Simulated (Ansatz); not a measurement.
# SnSe2 (CdI2 type): the equilibrium volume, part 2 of 2

At what volume is SnSe2 (CdI2 type) free of pressure?

Ansatz 0.2.0; DFT PBEsol, scalar-relativistic, plane waves, PAW.

### 3 The same volume again, shape and atoms relaxed

Contents of input.yaml:

```yaml
crystal:
  lattice:
    - [3.8087387106, 1.0e-10, 0.0]
    - [-1.9043693554, 3.2984644797, 0.0]
    - [0.0, 0.0, 6.1442860333]
  atoms:
    - { symbol: Sn, position: [0.0, 0.0, 0.0] }
    - { symbol: Se, position: [0.3333333333, 0.6666666667, 0.252] }
    - { symbol: Se, position: [0.6666666667, 0.3333333333, 0.748] }
basis:
  ecutwfc: 420
  ecutrho_ratio: 4
kpoints:
  mp_grid: { grid: [10, 10, 6] }
hamiltonian:
  xc: pbesol
scf:
  occupations: { method: gaussian, width: 0.05 }
output:
  forces: true
  stress: true
  eigenvalues: true
relax:
  f_tol: 0.02
  max_steps: 40
  cell: { stress_tol: 0.2, fix: [volume] }
```

Launch:

```
$ ansatz run input.yaml --threads 4 --pin off --max-ram 9216MiB --backend cpu --events-out ev --progress --plain --runs-dir out
```

The program printed:

```text
Warning: RAYON_NUM_THREADS=4 ignored (pool sized by the plan → 4); use --threads N
Engine: ansatz 0.2.0, aarch64-unknown-linux-gnu
Pseudopotentials: kind: paw
Pseudopotential: Sn, paw, valence charge 14, recommended cutoff 420 eV (normal), Sn.paw.azcp
Pseudopotential: Se, paw, valence charge 16, recommended cutoff 420 eV (normal), Se.paw.azcp
Functional definition: PBEsol
  exchange = pbesol_x
  correlation = pbesol_c
Crystal: 3 atoms, lattice volume = 77.191 Å³
Basis set: ecut = 420 eV, 1509 PW (Γ), exchange–correlation on 54×54×90 points (8 copies of the dense FFT grid, shifted against one another)
Bands: 28, of which v1, the nominal top of the filled ones, is band 23 counted from 1 (22 counted from 0)
Symmetry: 12 space group operations
Space group: P-3m1 (ITA 164), of the structure as read, at distance tolerance 4.3e-5 Å
k-points: 72 of 600
Non-local potential: Sn, projectors of the file, l = 0: 2, l = 1: 2, l = 2: 2, l = 3: 2
Non-local potential: Se, projectors of the file, l = 0: 2, l = 1: 2, l = 2: 3, l = 3: 1
PAW form: soft (Blöchl's): semilocal exchange-correlation on the pseudo side does not see the compensation charge
PAW frozen core: Sn, regenerated for the run's functional, and the local potential with it (the file was generated under x = pbe(κ = 0.804, μ = 0.2195149727645171), c = pbe(β = 0.06672455060314922))
PAW frozen core: Se, regenerated for the run's functional, and the local potential with it (the file was generated under x = pbe(κ = 0.804, μ = 0.2195149727645171), c = pbe(β = 0.06672455060314922))
PAW one-centre angular grid: Sn, 590 points (default); XC on 64 Gauss nodes
PAW one-centre angular grid: Se, 590 points (default); XC on 64 Gauss nodes
Initial density: superposition of atomic densities (neutral atoms: chi_scale 0, normalization atom), corrected by the library's trained network
Initial wavefunctions: pseudopotential atomic-orbital guess
Functional: x = pbesol(κ = 0.804, μ = 0.12345679012345678), c = pbesol(β = 0.046)
SCF iter   1: F=—  HF=-16799.207061 eV  |F-HF|=—  |Δ(HF+E_count)|=         —  Δρ=2.25e-3  dr2=3.69e-3  ethr=1.77e-3  ⟨swp⟩=6.5  Hψ=8937  notcnv=0
preconditioner: auto → Resta (q_TF=auto, 2.503 Å⁻¹)  ε∞=2.8  [insulator: Δε(μ)=0.623 eV  Ē_g=16.083 eV  σ=0.050 eV  W_gap=1.00  n_scr=22 (ndim 8)  ℏωp=21.6 eV  f_vac=0.074  D(μ)=0.00/eV (n_scr^D=0)  ε∞_Penn≈2.8]
SCF iter   2: F=—  HF=-16799.204065 eV  |F-HF|=—  |Δ(HF+E_count)|=   3.00e-3  Δρ=1.11e-3  dr2=8.42e-4  ethr=8.02e-6  ⟨swp⟩=3.0  Hψ=4293  notcnv=0  defer=13
SCF iter   3: F=—  HF=-16799.204022 eV  |F-HF|=—  |Δ(HF+E_count)|=   4.25e-5  Δρ=3.32e-4  dr2=6.89e-5  ethr=1.83e-6  ⟨swp⟩=2.0  Hψ=2880  notcnv=0  defer=13
SCF iter   4: F=—  HF=-16799.204036 eV  |F-HF|=—  |Δ(HF+E_count)|=   1.42e-5  Δρ=1.21e-4  dr2=1.17e-5  ethr=1.50e-7  ⟨swp⟩=2.0  Hψ=2852  notcnv=0  defer=13
SCF iter   5: F=—  HF=-16799.204044 eV  |F-HF|=—  |Δ(HF+E_count)|=   7.68e-6  Δρ=2.45e-5  dr2=8.06e-7  ethr=2.54e-8  ⟨swp⟩=2.0  Hψ=2401  notcnv=0  defer=13
SCF iter   6: F=-16799.204045 eV  HF=-16799.204045 eV  |F-HF|=1.41e-7  |Δ(HF+E_count)|=   5.22e-7  Δρ=9.56e-6  dr2=9.26e-8  ethr=2.17e-10  ⟨swp⟩=8.9  Hψ=9767  notcnv=0
SCF 1 converged in 6 iterations: F = -16799.204045 eV  dr2 = 9.26e-8
relax step   1: F+E_penalty+E_count = -16799.20404479 eV  Δ(F+E_penalty+E_count) = +0.000e0 eV  max|allowed force component| = 4.007e-1 eV/Å  Δτ_max = 0.0000 Å  P = +1.766 GPa  Ω = 77.191 Å³  fix = [volume]  reactions: volume +1.766 GPa  (6 SCF iters, dr2 threshold 1.00e-7 eV, accepted)
Basis set: ecut = 420 eV, 1521 PW (Γ), exchange–correlation on 54×54×90 points (8 copies of the dense FFT grid, shifted against one another)
Initial density: handed on by an earlier stage of this run
Initial wavefunctions: those handed on with the density
iter 1 solved again at ethr=1.26e-4 eV; its pass at ethr=3.10e-3 eV (dr2=5.78e-2 eV) is discarded
SCF iter   1: F=—  HF=-16799.150222 eV  |F-HF|=—  |Δ(HF+E_count)|=         —  Δρ=8.36e-3  dr2=6.65e-2  ethr=1.26e-4  ⟨swp⟩=1.2  Hψ=9960  notcnv=0
preconditioner: auto → Resta (q_TF=auto, 2.503 Å⁻¹)  ε∞=2.9  [insulator: Δε(μ)=0.112 eV  Ē_g=15.784 eV  σ=0.050 eV  W_gap=0.89  n_scr=22 (ndim 8)  ℏωp=21.6 eV  f_vac=0.035  D(μ)=0.16/eV (n_scr^D=0)  ε∞_Penn≈2.9]
SCF iter   2: F=—  HF=-16799.131749 eV  |F-HF|=—  |Δ(HF+E_count)|=   1.85e-2  Δρ=3.72e-3  dr2=1.02e-2  ethr=1.26e-4  ⟨swp⟩=2.0  Hψ=2706  notcnv=0
SCF iter   3: F=—  HF=-16799.128908 eV  |F-HF|=—  |Δ(HF+E_count)|=   2.84e-3  Δρ=1.12e-3  dr2=1.27e-3  ethr=2.22e-5  ⟨swp⟩=2.8  Hψ=3846  notcnv=0
SCF iter   4: F=—  HF=-16799.128763 eV  |F-HF|=—  |Δ(HF+E_count)|=   1.45e-4  Δρ=3.47e-4  dr2=9.06e-5  ethr=2.75e-6  ⟨swp⟩=2.0  Hψ=3944  notcnv=0
SCF iter   5: F=—  HF=-16799.128758 eV  |F-HF|=—  |Δ(HF+E_count)|=   5.18e-6  Δρ=1.07e-4  dr2=8.91e-6  ethr=1.97e-7  ⟨swp⟩=2.0  Hψ=3623  notcnv=0
SCF iter   6: F=—  HF=-16799.128759 eV  |F-HF|=—  |Δ(HF+E_count)|=   1.34e-6  Δρ=2.69e-5  dr2=6.64e-7  ethr=1.94e-8  ⟨swp⟩=2.0  Hψ=3672  notcnv=0
SCF iter   7: F=-16799.128760 eV  HF=-16799.128760 eV  |F-HF|=7.44e-9  |Δ(HF+E_count)|=   5.00e-7  Δρ=7.96e-6  dr2=4.16e-8  ethr=6.52e-10  ⟨swp⟩=6.0  Hψ=8614  notcnv=0
SCF 2 converged in 7 iterations: F = -16799.128760 eV  dr2 = 4.16e-8
relax step   2: F+E_penalty+E_count = -16799.12875987 eV  Δ(F+E_penalty+E_count) = +7.528e-2 eV  max|allowed force component| = 8.561e-1 eV/Å  Δτ_max = 0.1311 Å  P = -2.551 GPa  Ω = 77.191 Å³  energy of the carried Pulay correction = -3.236e-18 eV  fix = [volume]  (7 SCF iters, dr2 threshold 3.00e-7 eV, rejected (line search))
Basis set: ecut = 420 eV, 1485 PW (Γ), exchange–correlation on 54×54×90 points (8 copies of the dense FFT grid, shifted against one another)
iter 1 solved again at ethr=6.67e-5 eV; its pass at ethr=3.10e-3 eV (dr2=3.07e-2 eV) is discarded
SCF iter   1: F=—  HF=-16799.229200 eV  |F-HF|=—  |Δ(HF+E_count)|=         —  Δρ=5.34e-3  dr2=2.66e-2  ethr=6.67e-5  ⟨swp⟩=1.1  Hψ=10100  notcnv=0
preconditioner: auto → Resta (q_TF=auto, 2.503 Å⁻¹)  ε∞=2.8  [insulator: Δε(μ)=0.540 eV  Ē_g=15.984 eV  σ=0.050 eV  W_gap=1.00  n_scr=22 (ndim 8)  ℏωp=21.6 eV  f_vac=0.052  D(μ)=0.00/eV (n_scr^D=0)  ε∞_Penn≈2.8]
SCF iter   2: F=—  HF=-16799.221778 eV  |F-HF|=—  |Δ(HF+E_count)|=   7.42e-3  Δρ=2.48e-3  dr2=4.80e-3  ethr=5.79e-5  ⟨swp⟩=2.0  Hψ=2680  notcnv=0
SCF iter   3: F=—  HF=-16799.220386 eV  |F-HF|=—  |Δ(HF+E_count)|=   1.39e-3  Δρ=6.32e-4  dr2=4.56e-4  ethr=1.04e-5  ⟨swp⟩=2.0  Hψ=2902  notcnv=0
SCF iter   4: F=—  HF=-16799.220323 eV  |F-HF|=—  |Δ(HF+E_count)|=   6.28e-5  Δρ=2.11e-4  dr2=3.40e-5  ethr=9.91e-7  ⟨swp⟩=2.0  Hψ=3672  notcnv=0
SCF iter   5: F=—  HF=-16799.220319 eV  |F-HF|=—  |Δ(HF+E_count)|=   4.35e-6  Δρ=7.39e-5  dr2=4.28e-6  ethr=7.38e-8  ⟨swp⟩=2.0  Hψ=3672  notcnv=0
SCF iter   6: F=—  HF=-16799.220320 eV  |F-HF|=—  |Δ(HF+E_count)|=   1.40e-6  Δρ=1.77e-5  dr2=2.49e-7  ethr=9.31e-9  ⟨swp⟩=2.0  Hψ=3671  notcnv=0
SCF iter   7: F=—  HF=-16799.220321 eV  |F-HF|=—  |Δ(HF+E_count)|=   2.50e-7  Δρ=5.11e-6  dr2=1.59e-8  ethr=5.42e-10  ⟨swp⟩=2.0  Hψ=2952  notcnv=0
SCF iter   8: F=—  HF=-16799.220321 eV  |F-HF|=—  |Δ(HF+E_count)|=   1.20e-8  Δρ=8.28e-7  dr2=6.67e-10  ethr=3.45e-11  ⟨swp⟩=2.0  Hψ=2952  notcnv=0
SCF iter   9: F=-16799.220321 eV  HF=-16799.220321 eV  |F-HF|=1.82e-11  |Δ(HF+E_count)|=  9.39e-10  Δρ=1.91e-7  dr2=3.83e-11  ethr=1.04e-12  ⟨swp⟩=4.3  Hψ=7283  notcnv=0
SCF 3 converged in 9 iterations: F = -16799.220321 eV  dr2 = 3.83e-11
relax step   3: F+E_penalty+E_count = -16799.22032075 eV  Δ(F+E_penalty+E_count) = -1.628e-2 eV  max|allowed force component| = 3.283e-2 eV/Å  Δτ_max = 0.0475 Å  P = +0.031 GPa  Ω = 77.191 Å³  energy of the carried Pulay correction = +6.473e-18 eV  fix = [volume]  reactions: volume +0.031 GPa  (9 SCF iters, accepted)
iter 1 solved again at ethr=7.86e-8 eV; its pass at ethr=3.10e-3 eV (dr2=3.62e-5 eV) is discarded
SCF iter   1: F=—  HF=-16799.220453 eV  |F-HF|=—  |Δ(HF+E_count)|=         —  Δρ=1.97e-4  dr2=3.62e-5  ethr=7.86e-8  ⟨swp⟩=2.0  Hψ=9199  notcnv=0
preconditioner: auto → Resta (q_TF=auto, 2.503 Å⁻¹)  ε∞=2.8  [insulator: Δε(μ)=0.501 eV  Ē_g=16.003 eV  σ=0.050 eV  W_gap=1.00  n_scr=22 (ndim 8)  ℏωp=21.6 eV  f_vac=0.053  D(μ)=0.00/eV (n_scr^D=0)  ε∞_Penn≈2.8]
SCF iter   2: F=—  HF=-16799.220442 eV  |F-HF|=—  |Δ(HF+E_count)|=   1.17e-5  Δρ=8.89e-5  dr2=6.04e-6  ethr=7.86e-8  ⟨swp⟩=2.0  Hψ=2320  notcnv=0
SCF iter   3: F=—  HF=-16799.220440 eV  |F-HF|=—  |Δ(HF+E_count)|=   1.77e-6  Δρ=2.39e-5  dr2=6.29e-7  ethr=1.31e-8  ⟨swp⟩=2.2  Hψ=2810  notcnv=0
SCF iter   4: F=-16799.220440 eV  HF=-16799.220440 eV  |F-HF|=1.66e-8  |Δ(HF+E_count)|=   8.04e-8  Δρ=7.81e-6  dr2=4.80e-8  ethr=1.46e-10  ⟨swp⟩=3.5  Hψ=8382  notcnv=0
SCF 4 converged in 4 iterations: F = -16799.220440 eV  dr2 = 4.80e-8
relax step   4: F+E_penalty+E_count = -16799.22043997 eV  Δ(F+E_penalty+E_count) = -1.192e-4 eV  max|allowed force component| = 1.538e-3 eV/Å  Δτ_max = 0.0030 Å  P = +0.134 GPa  Ω = 77.191 Å³  fix = [volume]  reactions: volume +0.134 GPa  (4 SCF iters, dr2 threshold 6.74e-8 eV, accepted)
Initial wavefunctions: pseudopotential atomic-orbital guess (no wavefunctions were taken with the density)
iter 1 solved again at ethr=1.35e-7 eV; its pass at ethr=3.10e-3 eV (dr2=6.20e-5 eV) is discarded
SCF iter   1: F=—  HF=-16799.220202 eV  |F-HF|=—  |Δ(HF+E_count)|=         —  Δρ=1.94e-4  dr2=6.56e-7  ethr=1.35e-7  ⟨swp⟩=3.1  Hψ=13812  notcnv=0
preconditioner: auto → Resta (q_TF=auto, 2.503 Å⁻¹)  ε∞=2.8  [insulator: Δε(μ)=0.499 eV  Ē_g=16.003 eV  σ=0.050 eV  W_gap=1.00  n_scr=22 (ndim 8)  ℏωp=21.6 eV  f_vac=0.052  D(μ)=0.00/eV (n_scr^D=0)  ε∞_Penn≈2.8]
SCF iter   2: F=—  HF=-16799.220381 eV  |F-HF|=—  |Δ(HF+E_count)|=   1.78e-4  Δρ=9.78e-5  dr2=1.72e-7  ethr=1.43e-9  ⟨swp⟩=2.2  Hψ=2962  notcnv=0
SCF iter   3: F=—  HF=-16799.220441 eV  |F-HF|=—  |Δ(HF+E_count)|=   5.99e-5  Δρ=3.53e-6  dr2=5.25e-9  ethr=3.74e-10  ⟨swp⟩=2.0  Hψ=2489  notcnv=0
SCF iter   4: F=—  HF=-16799.220441 eV  |F-HF|=—  |Δ(HF+E_count)|=   5.76e-8  Δρ=8.18e-7  dr2=5.45e-10  ethr=1.04e-12  ⟨swp⟩=5.8  Hψ=8598  notcnv=0
SCF iter   5: F=-16799.220441 eV  HF=-16799.220441 eV  |F-HF|=1.16e-10  |Δ(HF+E_count)|=   1.72e-9  Δρ=2.78e-7  dr2=9.74e-11  ethr=1.04e-12  ⟨swp⟩=4.1  Hψ=7212  notcnv=0
SCF 5 converged in 5 iterations: F = -16799.220441 eV  dr2 = 9.74e-11
relax step   5: F+E_penalty+E_count = -16799.22044065 eV  Δ(F+E_penalty+E_count) = -6.860e-7 eV  max|allowed force component| = 1.592e-3 eV/Å  Δτ_max = 0.0000 Å  P = +0.132 GPa  Ω = 77.191 Å³  fix = [volume]  reactions: volume +0.132 GPa  stress off target by 1.63e-2 GPa on what of the cell is left free  SCF on the basis re-selected at this cell (its energy is not comparable with the rows above)  (5 SCF iters)
basis re-selected at this cell: Δ(F+E_penalty+E_count) = -6.860e-7 eV, ΔP = -0.002 GPa vs the last step (what re-selecting the basis moved, of the pressure what is left beyond the Pulay correction that the steps carried, after the strain that the cell walked since its last selection, with what the two solves' SCF thresholds leave and, on support functions, any second-order correction that the steps lacked; it is no measure of the basis error at this ecutwfc). This SCF's stress stands 1.63e-2 GPa from its target on what of the cell is left free (relax.cell.stress_tol is 2.00e-1 GPa) and its largest allowed force component is 1.59e-3 eV/Å (relax.f_tol is 2.00e-2 eV/Å): within both
SCF converged after 5 iterations
Free energy (F): -16799.220441 eV
Harris-Foulkes:  -16799.220441 eV  (|F-HF|=1.16e-10)
Internal energy: -16799.220441 eV  (E = F + TS)
E sigma→0 (E₀):  -16799.220441 eV
Fermi energy:    8.318202 eV
--- Per-component energies (eV) ---
  E_band       = -862.810735
  E_kinetic    = 424.912760
  E_local      = -5966.261406  (includes V_loc(G=0)·N_el)
  E_nonlocal   = -1214.408909
  E_hartree    = 3055.537406
  E_xc         = -584.606076
  E_vxc        = -291.787653  (∫ρ·V_xc dr)
  E_paw        = -7805.391308  (= ΣΔE_a)
  E_vpaw       = 73.660647  (= ΣTr[D̂ρ^β])
  E_aug_tail   = -0.001225  (compensation charges beyond the density's cutoff)
  E_ewald      = -4711.303423
  E_core_change = 2.301741  (= ΣΔE_core)
  E_smearing   = -0.000000  (= −TS)
  E_closure    = 0.000000  (closes the sum)
  Σ components = -16799.220441   (vs F -16799.220441, Δ=0.00e0)
--- Forces (eV/Å), atoms counted from 1 ---
  atom   1  Sn     0.00000000    -0.00000000     0.00000000
  atom   2  Se     0.00000000     0.00000000    -0.00159187
  atom   3  Se    -0.00000000    -0.00000000     0.00159187
  max |Σ_I F_I| component: 2.31e-18 eV/Å
--- Stress (GPa, compression-positive) ---
        0.139677       0.000000      -0.000000
        0.000000       0.139677      -0.000000
       -0.000000      -0.000000       0.115164
  P = ⅓ Tr σ = 0.1315 GPa (1.315 kbar)
--- Band table (eV; the first three rows and the last of 72) ---
  k-point 0: bands = ["-38.8677", "-38.8677", "-38.8676", "-38.8676", "-38.8470", "-38.8470", "-38.8464", "-38.8464", "-38.8384", "-38.8382", "-13.1474", "-13.1474", "-13.1092", "-13.0970", "-13.0970", "-5.8471", "-4.1652", "1.6844", "7.4587", "7.4587", "7.6880", "7.6880", "7.9391", "8.9064", "11.0113", "12.6362", "12.6362", "16.0587"]
  k-point 1: bands = ["-38.8676", "-38.8676", "-38.8676", "-38.8676", "-38.8469", "-38.8469", "-38.8464", "-38.8464", "-38.8384", "-38.8382", "-13.1474", "-13.1474", "-13.1092", "-13.0970", "-13.0970", "-5.7993", "-4.2654", "1.8961", "7.1898", "7.4120", "7.4120", "7.7534", "7.7534", "9.5223", "11.0100", "12.5528", "12.5528", "16.1137"]
  k-point 2: bands = ["-38.8676", "-38.8676", "-38.8676", "-38.8676", "-38.8468", "-38.8468", "-38.8465", "-38.8465", "-38.8384", "-38.8383", "-13.1474", "-13.1474", "-13.1091", "-13.0970", "-13.0970", "-5.6852", "-4.4783", "2.3872", "6.2041", "7.3524", "7.3524", "7.8518", "7.8518", "10.2033", "10.9723", "12.3940", "12.3940", "15.8267"]
  k-point 71: bands = ["-38.8674", "-38.8673", "-38.8672", "-38.8672", "-38.8468", "-38.8468", "-38.8468", "-38.8468", "-38.8380", "-38.8380", "-13.1720", "-13.1540", "-13.1020", "-13.0931", "-13.0765", "-3.9006", "-3.7489", "0.7804", "3.7285", "3.9057", "4.5030", "7.5609", "7.6630", "10.2627", "12.2546", "12.5228", "13.8943", "16.0127"]
--- Relaxed structure (4 steps of the walk, 3 accepted, 1 SCFs on fresh bases) ---
  F+E_penalty+E_count = -16799.22044065 eV   max|allowed force component| = 1.592e-3 eV/Å   (the final SCF, on the basis selected at the relaxed cell)
  cell:  # Å, volume = 77.1906 Å³
    - [3.815874210683775, 1.0793675996068613e-10, -3.9535959866755947e-19]
    - [-1.9079371054353635, 3.3046440040440737, -8.185202263645752e-33]
    - [-6.377970884236185e-19, -3.682323207138055e-19, 6.121328483137463]
  atoms:
    - { symbol: Sn, position: [5.52639104093537e-35, 6.944287908745087e-35, -5.795634610449096e-70] }
    - { symbol: Se, position: [0.33333333333333326, 0.6666666666666665, 0.2592346920195417] }
    - { symbol: Se, position: [0.6666666666666666, 0.33333333333333326, 0.7407653079804583] }
```

Wall time 9.7 s (4 threads of Arm Neoverse V2, shared host); peak memory 0.48 GiB.

Step by step:

```csv
step,energy from step 1 (meV/atom),largest force component (eV/Å),pressure (GPa),volume (Å³/atom)
1,0.0,0.401,1.77,25.730
2,25.1,0.856,-2.55,25.730
3,-5.4,0.033,0.03,25.730
4,-5.5,0.002,0.13,25.730
5,-5.5,0.002,0.13,25.730
```

Step 1 is the start. Step 2 was tried and not accepted. Step 5 repeats the geometry before it on a plane-wave basis chosen anew for the final cell, which leaves the energy as it was.

This gives: volume 25.730 Å³/atom, pressure 0.13 GPa, gap on the mesh 0.50 eV.

### 4 Results

This closing draws on all 2 parts.

| quantity | value |
| --- | --- |
| volume | 25.730 Å³/atom |
| pressure | 0.13 GPa |
| conventional cell | a = 3.816 Å, b = 3.816 Å, c = 6.121 Å, α = 90.00°, β = 90.00°, γ = 120.00° |
| gap on the mesh | 0.50 eV |

All runs shown hold the volume at 25.73 Å³/atom, where the pressure is zero within 0.13 GPa. No dispersion term is included, so distances between weakly bound layers or units are the least certain numbers.

These are semilocal Kohn-Sham gaps, which aren't the measured quantity. Such gaps usually fall short of the measured ones.
